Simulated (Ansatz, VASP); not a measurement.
# TiN in VASP and in Ansatz

File INCAR:

```
SYSTEM = TiN
  PREC = Accurate
  ENCUT = 520
  EDIFF = 1E-6
  ISMEAR = -1
  SIGMA = 0.03
  LREAL = .FALSE.
  LASPH = .TRUE.
  NELM = 80
  ALGO = Normal
  ISIF = 2
  LWAVE = .FALSE.
  LCHARG = .FALSE.
  GGA = PE
  NBANDS = 16
```

File KPOINTS:

```
regular mesh
0
G
  16 16 16
  0 0 0
```

POSCAR

```
TiN
1.0
    0.0000000000      2.1019899127      2.1019899127
    2.1019899127      0.0000000000      2.1019899127
    2.1019899127      2.1019899127      0.0000000000
Ti N
1 1
Direct
    0.0000000000      0.0000000000      0.0000000000
    0.5000000000      0.5000000000      0.5000000000
```

Input for Ansatz:

```yaml
crystal:
  lattice:
    - [0.0, 2.1019899127, 2.1019899127]
    - [2.1019899127, 0.0, 2.1019899127]
    - [2.1019899127, 2.1019899127, 0.0]
  atoms:
    - { symbol: Ti, position: [0.0, 0.0, 0.0] }
    - { symbol: "N", position: [0.5, 0.5, 0.5] }
kpoints:
  mp_grid: { grid: [16, 16, 16] }
scf:
  occupations: { method: fermi_dirac, width: 0.03 }
hamiltonian:
  xc: pbe
  pseudopotentials: { kind: all_electron, lapw: { basis_error: 0.0005 } }
output:
  forces: true
  stress: true
  eigenvalues: true
```

Change from the starting cell: volume scaled by 0.97.

Alike in both runs: task single point; functional PBE; k mesh 16 × 16 × 16; occupations fermi-dirac, width 0.03 eV; no spin polarisation.

|  | VASP | Ansatz |
| --- | --- | --- |
| version | VASP 6.6.1 | Ansatz 0.2.0 |
| potentials or method | VASP PAW PBE potentials, release 64 (Ti_sv, N) | all-electron LAPW, scalar-relativistic |
| plane-wave cutoff (eV) | 520 | see its input |

```csv
,VASP,Ansatz,Ansatz less VASP
pressure (GPa),9.5,9.0,-0.45
```

Ansatz ran all-electron here, so the differences hold the error of VASP's frozen core and of both bases.
